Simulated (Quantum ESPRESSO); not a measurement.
## Sr under changes of volume

One of the cells (56.319 Å³/atom); the others are scaled copies at fixed shape and fractional positions:

```
Sr
1.0
     0.00000    3.04235    3.04235
     3.04235    0.00000    3.04235
     3.04235    3.04235    0.00000
Sr
1
Direct
  0.00000 0.00000 0.00000
```

- Program: Quantum ESPRESSO 7.5
- Functional: PBEsol
- Potentials or basis: GBRV 1.5 PBEsol
- Cutoff: 612 eV
- Density cutoff: 4898 eV
- k mesh: 8 × 8 × 8
- Occupations: fermi-dirac, width 0.05 eV
- Spin: no spin polarisation

```tsv
volume (Å³/atom)	energy over the lowest point (meV/atom)	pressure (GPa)
52.940	0.00	-0.2
54.067	2.84	-0.5
55.193	7.27	-0.7
56.319	?	?
57.446	20.24	-1.1
58.572	28.52	-1.2
59.698	37.86	-1.4
```

Problem. What does the run at 56.319 Å³/atom give?

Solution. Energy over the lowest point 13.11 meV/atom; pressure -0.9 GPa.

Worked out: A Birch-Murnaghan fit of order 3 (a polynomial in V^(-2/3)) to the other rows has its minimum at 51.71 Å³/atom, just outside them, with B0 = V·E''(V) = 12.7 GPa and B' = 3.7. It gives 13.11 meV/atom at 56.319 Å³/atom, against the run's 13.11, and -dE/dV = -0.9 GPa, against -0.9.

Energies are extrapolated to zero smearing.
